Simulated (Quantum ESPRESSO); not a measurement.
NaI in Quantum ESPRESSO: the effect of functional

The system is NaI.

```
I Na
1.0
     0.00000    3.23640    3.23640
     3.23640    0.00000    3.23640
     3.23640    3.23640    0.00000
I Na
1 1
Direct
  0.50000 0.50000 0.50000
  0.00000 0.00000 0.00000
```

Alike in all runs:

- Program: Quantum ESPRESSO 7.5
- Task: dielectric tensor
- Cutoff: 612 eV
- Density cutoff: 4898 eV
- k mesh: 6 × 6 × 6, shifted
- Occupations: fermi-dirac, width 0.05 eV
- Spin: no spin polarisation

| functional | potentials or basis | pressure (GPa) | dielectric constant (mean) |
| --- | --- | --- | --- |
| LDA | GBRV 1.5 LDA | -1.6 | 3.46 |
| PBE | GBRV 1.5 PBE | 0.5 | 3.38 |
| PBEsol | GBRV 1.5 PBEsol | -0.5 | 3.42 |
| WC | GBRV 1.5 PBE | -0.4 | 3.42 |
| BLYP | GBRV 1.5 PBE | ? | ? |
| AM05 | GBRV 1.5 PBE | 0.2 | 3.36 |

What does the run with functional BLYP give?

Pressure 1.4 GPa; dielectric constant 3.29 mean.

Caveats: the potentials were made for another functional, which shifts forces and pressure (some runs).
